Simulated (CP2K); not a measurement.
Crystal: SnTe.

```xyz
2
Lattice="5.1069 0.0000 0.0000 2.5535 4.4227 0.0000 2.5535 1.4742 4.1698" Properties=species:S:1:pos:R:3 pbc="T T T"
Te    2.5535    1.4742    1.0424
Sn    0.0000    0.0000    0.0000
```

Measurements of this composition are mostly on another form, of space group No. 225.

Base run:

```yaml
Program: CP2K 2026.2
Functional: r2SCAN
Potentials_or_basis: POTENTIAL_UZH Te GTH-SCAN-q6, Sn GTH-SCAN-q4; TZVP-MOLOPT-SCAN-GTH basis
Density_cutoff: 9184 eV
k_mesh: 7 × 7 × 7
Occupations: fermi-dirac, width 0.05 eV
Spin: no spin polarisation
```

Its results: band gap on the k mesh 0.39 eV, indirect (least direct gap 0.89 eV); pressure -1.1 GPa.

Task: The run is repeated on the same cell with these changes: functional from r2SCAN to TASK. What comes out?

Result: Band gap on the k mesh 0.83 eV, indirect (least direct gap 1.33 eV); pressure 1.2 GPa.

Caveats: spin-orbit coupling is left out, which moves the levels of the heavy elements; the mesh misses the band edges, which the band path finds closer together; the basis of atomic orbitals isn't converged, which shifts pressures, moduli and gaps; the potentials were made for another functional, which shifts forces and pressure (some runs).

Not every run made on this cell is shown here.
